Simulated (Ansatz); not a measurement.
CaF2:
```xyz
3
Lattice="0.0000 2.6628 2.6628 2.6628 0.0000 2.6628 2.6628 2.6628 0.0000" Properties=species:S:1:pos:R:3 pbc="T T T"
Ca     0.0000     0.0000     0.0000
F      3.9941     3.9941     3.9941
F      1.3314     1.3314     1.3314
```

Relaxed with LDA.

**Question.** Decompose the optical modes at the zone centre into irreducible representations, and say which are infrared and Raman allowed.

**Answer.** Point group m-3m: Γ_opt = T1u + T2g. Infrared: T1u. Raman: T2g.

**Question.** Assign frequencies (DFPT, DFT-LDA in the program Ansatz with PAW potentials; without the LO–TO term).

**Answer.** T1u 278, T2g 339 cm⁻¹.

Space group Fm-3m (fluorite). Symmetry was held in the LDA relaxation.

Potentials: the earlier of the program's two PAW sets. The files were generated under PBE; for other functionals the program regenerates the frozen cores, and for LDA and PBEsol the local potential too.
